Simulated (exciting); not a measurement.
Sn: single point with PBE

Sn:

```
Sn
1.0
    -2.94014    2.94014    1.59930
     2.94014   -2.94014    1.59930
     2.94014    2.94014   -1.59930
Sn
2
Direct
  0.00000 0.00000 0.00000
  0.75000 0.25000 0.50000
```

```yaml
Program: exciting (release sodium)
Task: single point
Functional: PBE
Potentials_or_basis: all-electron LAPW+lo, shipped species files, valence relativity iora*
rgkmax: 9
k_mesh: 9 × 9 × 9
Occupations: gaussian, width 0.011 eV
Spin: no spin polarisation
outputlevel: low
gmaxvr_cutoff_of_density_and_potential: 14 1/bohr
lmaxapw_and_lmaxmat: 10
lmaxvr: 8
nempty: 10
Valence_relativity: iora*
epsengy: 1e-05 Ha
epspot: 1e-05 Ha
maxscl: 60
Muffin-tin_radii: Sn 2.3 bohr
```

The band gap on the k mesh is none (metal or under the smearing width).

Levels at points of the mesh, in eV from the Fermi level:
```
           k point  band 17  band 18  band 19  band 20  band 21  band 22  band 23  band 24
(0.00, 0.00, 0.00)   -11.00    -3.71    -1.94    -1.94     3.00     6.11     6.11     6.73
```

Wall time 3.2 min on 1 thread of Arm Neoverse V2, with other jobs on the host, peak memory 0.15 GiB.
